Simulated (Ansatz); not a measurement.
# TiPbO3 (P4mm): equation of state

One table from this session's results is given with a row withheld; the runs are named, their logs left out.

Method: DFT PBE, scalar-relativistic, plane waves, PAW, in Ansatz 0.2.0.

## Starting point

The structure is tetragonal, space group P4mm (No. 99). The conventional cell has a = 3.839 Å, b = 3.839 Å, c = 4.782 Å, α = 90.00°, β = 90.00°, γ = 90.00°. Ti (site symmetry 4mm) is surrounded by 5 O at 1.74 to 1.99 Å. Pb (site symmetry 4mm) has 4 O at 2.48 Å as nearest neighbours. Around O (site symmetry 4mm) lie 1 Ti at 1.74 Å. O (site symmetry 2mm) has 2 Ti at 1.99 Å and 2 Pb at 2.48 Å as nearest neighbours.

As a file:

```xyz
5
Lattice="3.8389 0.0000 0.0000 0.0000 3.8389 0.0000 0.0000 0.0000 4.7818" Properties=species:S:1:pos:R:3 pbc="T T T"
Ti    1.9195    1.9195    2.4690
Pb    0.0000    0.0000   -0.2039
O     1.9195    1.9195    0.7291
O     1.9195    0.0000    3.0007
O     0.0000    1.9195    3.0007
```

This cell comes from an earlier session at PBE: 14.094 Å³/atom at 0.00 GPa, on a 6×6×6 mesh.

Volume factors to run: 0.980, 1.020, 0.960, 1.040.

Set-up of the first run:

Contents of input.yaml:

```yaml
crystal:
  lattice:
    - [3.8131488329, 0.0, 0.0]
    - [0.0, 3.8131488329, 0.0]
    - [0.0, 0.0, 4.7497354582]
  atoms:
    - { symbol: Ti, position: [0.5, 0.5, 0.5163355376] }
    - { symbol: Pb, position: [0.0, 0.0, -0.0426444363] }
    - { symbol: O, position: [0.5, 0.5, 0.1524664609] }
    - { symbol: O, position: [0.5, 0.0, 0.6275212189] }
    - { symbol: O, position: [0.0, 0.5, 0.6275212189] }
basis:
  ecutwfc: 420
  ecutrho_ratio: 4
kpoints:
  mp_grid: { grid: [6, 6, 6] }
hamiltonian:
  xc: pbe
scf:
  occupations: { method: gaussian, width: 0.05 }
output:
  forces: true
  stress: true
  eigenvalues: true
relax:
  f_tol: 0.01
  max_steps: 40
  cell: { stress_tol: 0.1, fix: [volume] }
```

Run with:

```console
> ansatz run input.yaml --threads 2 --pin off --max-ram 5120MiB --backend cpu --events-out ev --progress --plain --runs-dir out
```

Steps of the session up to this table: Volume × 0.980; At 1.020 of the relaxed volume; Volume × 0.960; Scaling the volume by 1.040.

One table of the session follows, with a row left open; its other results are not shown here.

It belongs to the step «Energy and pressure against volume». 

```
volume (Å³/atom)  energy (meV/atom)  pressure (GPa)  gap (eV)
          13.530               3.24            1.84      1.88
          13.812               0.83            0.94      1.93
          14.094               0.00            0.00      1.97
          14.376                  ?               ?         ?
          14.658               3.07           -1.76      2.06
```

**Question.** Estimate the row for volume (Å³/atom) = 14.376.

Worked estimate for «energy (meV/atom)». A straight line through the neighbours (14.094, 0.00) and (14.658, 3.07) gives 0.00 + (3.07 − 0.00) × (14.376 − 14.094) / (14.658 − 14.094) = 1.53; a parabola fitted to 3 rows on both sides gives 0.75.

As computed: energy (meV/atom): 0.81; pressure (GPa): -0.95; gap (eV): 2.01. In «energy (meV/atom)» the line misses by +0.72 and the parabola by -0.06.
